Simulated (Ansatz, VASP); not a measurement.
# Two plane-wave programs on Ti2Al

```
Al Ti
1.0
     4.49174    0.00000    0.00000
    -2.24587    3.88996    0.00000
     0.00000    0.00000    5.55864
Al Ti
2 4
Direct
  0.00000 0.00000 0.99975
  0.33333 0.66667 0.16691
  0.66667 0.33333 0.34963
  0.00000 0.00000 0.50951
  0.66667 0.33333 0.81704
  0.33333 0.66667 0.65715
```

Alike in both runs: functional PBEsol; k mesh 9 × 9 × 6; occupations gaussian, width 0.1 eV; no spin polarisation.

Ansatz relaxed the structure, and its values are those at the end. VASP's run is a single point on that final structure, the one shown.

```csv
,VASP,Ansatz
version,VASP 6.6.1,Ansatz 0.2.0
potentials or method,"VASP PAW PBE potentials, release 64 (Al, Ti_sv)","scalar-relativistic, plane waves, PAW"
plane-wave cutoff (eV),520,420
valence electrons in the cell,54,54
```

Ansatz gave:

| Quantity | Value |
| --- | --- |
| gap on the k mesh at the Fermi level (eV) | none |
| pressure (GPa) | 0.0 |
| rms of the force components (eV/Å) | 0.001 |

Task: Which values does VASP return?

Result: gap on the k mesh at the Fermi level (eV): none; pressure (GPa): 0.0; rms of the force components (eV/Å): 0.003.

A gap of «none» marks a metal or a gap that the smearing closes. With one functional, cell and mesh, what is left measures potentials, basis and numerics.

Caveats: the PAW data sets were made with another functional, which shifts forces and pressure a little (VASP).
